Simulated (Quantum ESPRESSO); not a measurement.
Here is a Quantum ESPRESSO 7.5 calculation.

pw.in

```
&CONTROL
  calculation = 'scf'
  prefix = 'pwscf'
  outdir = './tmp'
  pseudo_dir = './pseudo'
  tprnfor = .true.
  tstress = .true.
  disk_io = 'nowf'
/
&SYSTEM
  ibrav = 0
  nat = 2
  ntyp = 2
  ecutwfc = 45
  ecutrho = 360
  nbnd = 15
  occupations = 'smearing'
  smearing = 'fd'
  degauss = 0.00367493
/
&ELECTRONS
  conv_thr = 4d-10
  electron_maxstep = 120
  mixing_beta = 0.5
/
ATOMIC_SPECIES
Hf   178.4900 hf_pbesol_v1.uspp.F.UPF
N     14.0070 n_pbesol_v1.2.uspp.F.UPF
CELL_PARAMETERS angstrom
   0.0000000000    2.2560000000    2.2560000000
   2.2560000000    0.0000000000    2.2560000000
   2.2560000000    2.2560000000    0.0000000000
ATOMIC_POSITIONS crystal
Hf     0.0255780000    0.0115180000   -0.0135500000
N      0.4868130000    0.5028510000    0.5136500000
K_POINTS automatic
10 10 10 0 0 0
```

Potentials or basis: GBRV 1.5 PBEsol.

Command:

```console
$ OMP_NUM_THREADS=1 mpirun -n 2 pw.x -nk 2 -in pw.in > pw.out
```

Q: What does it give for the band gap on the k mesh?

A: None (metal or under the smearing width).

Q: Predict the pressure.

A: -0.9 GPa.

Stress tensor (GPa, compression positive):
```
-2.05  0.09  0.48
 0.09 -2.43 -0.31
 0.48 -0.31  1.64
```

The run has no spin-orbit coupling, so splittings on Hf are missing.
